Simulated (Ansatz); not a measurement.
WC under changes of volume

One of the cells (10.542 Å³/atom); the others are scaled copies at fixed shape and fractional positions:

```
W C
1.0
     0.00000    2.19268    2.19268
     2.19268    0.00000    2.19268
     2.19268    2.19268    0.00000
W C
1 1
Direct
  0.00000 0.00000 0.00000
  0.50000 0.50000 0.50000
```

Measurements of this composition are mostly on another form, of space group No. 187.

| Item | Value |
| --- | --- |
| Program | Ansatz 0.2.0 |
| Functional | LDA |
| Potentials or basis | Ansatz PAW |
| Cutoff | 420 eV (not typed: the program's choice for these potentials) |
| k mesh | 10 × 10 × 10 |
| Occupations | fermi-dirac, width 0.05 eV |
| Spin | no spin polarisation |

```tsv
volume (Å³/atom)	energy over the lowest point (meV/atom)	pressure (GPa)
9.910	?	?
10.120	0.00	-1.2
10.331	6.85	-9.1
10.542	23.52	-16.1
10.753	49.03	-22.4
10.964	82.34	-28.1
11.175	122.74	-33.2
```

What does the run at 9.910 Å³/atom give?

Energy over the lowest point 4.14 meV/atom; pressure 7.7 GPa.

Worked out: A Birch-Murnaghan fit of order 3 (a polynomial in V^(-2/3)) to the other rows has its minimum at 10.09 Å³/atom, just outside them, with B0 = V·E''(V) = 405 GPa and B' = 4.4. It gives 4.10 meV/atom at 9.910 Å³/atom, against the run's 4.14, and -dE/dV = 7.6 GPa, against 7.7.

Energies are extrapolated to zero smearing.

Caveats: the PAW data sets come from PBE, with cores solved anew for the run's functional, which leaves a small shift of forces and pressure.
